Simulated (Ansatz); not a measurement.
**InP: how well frozen cores do**

Does the method matter for InP? The same cell, functional and mesh are run with LAPW, all electrons, PAW with frozen cores and all-electron PAW on datasets made for the crystal. The cell is first relaxed from a guess with PAW; it needn't be the stable phase of this composition.

Program: Ansatz 0.2.0. Level of theory: DFT PBE, scalar-relativistic. These are calculated values, not measurements.

### 1 Starting point

Symmetry: Fm-3m, No. 225, cubic system. The conventional cell has a = 5.142 Å, b = 5.142 Å, c = 5.142 Å, α = 90.00°, β = 90.00°, γ = 90.00°. In (site symmetry m-3m) has 6 P at 2.57 Å as nearest neighbours. Around P (site symmetry m-3m) lie 6 In at 2.57 Å.

As a file:

```
In P
1.0
     0.00000    2.57080    2.57080
     2.57080    0.00000    2.57080
     2.57080    2.57080    0.00000
In P
1 1
Direct
  0.00000 0.00000 0.00000
  0.50000 0.50000 0.50000
```

Atoms are numbered in the order of the input: In1, P2.

### 2 Cell and atoms relaxed first

input.yaml

```yaml
crystal:
  lattice:
    - [0.0, 2.5708039839, 2.5708039839]
    - [2.5708039839, 0.0, 2.5708039839]
    - [2.5708039839, 2.5708039839, 0.0]
  atoms:
    - { symbol: In, position: [0.0, 0.0, 0.0] }
    - { symbol: P, position: [0.5, 0.5, 0.5] }
kpoints:
  mp_grid: { grid: [14, 14, 14] }
scf:
  occupations: { method: fermi_dirac, width: 0.08 }
hamiltonian:
  xc: pbe
  pseudopotentials: { kind: paw }
output:
  forces: true
  stress: true
relax:
  f_tol: 0.005
  max_steps: 80
  cell: {}
```

Launch:

```
> ansatz run input.yaml --threads 1 --pin off --max-ram 2048MiB --backend cpu --events-out ev --progress --plain --runs-dir out
```

Further steps of the session: LAPW, all electrons; PAW with frozen cores; All-electron PAW on datasets made for the crystal.

What does the calculation give? Wanted: pressure; gap; Bader charges.

**Answer**, as computed:

| quantity | value |
| --- | --- |
| pressure | LAPW 0.01, PAW 0.00, crystal datasets 0.01 GPa |
| gap (LAPW) | none |
| Bader charges (PAW) | In1 +0.88, P2 -0.88 e |

**Reading.** The pressure is within half a GPa of zero, so the volume is close to equilibrium at this level. Bands cross the Fermi level: the crystal is a metal at this level. Within 0.3 eV of the Fermi level the largest projected share is P 3p (78 %). The projection holds only the free atom's occupied shells (In 5s, In 5p, P 3s, P 3p in this range). PAW lies less than 0.01 GPa from LAPW in pressure.
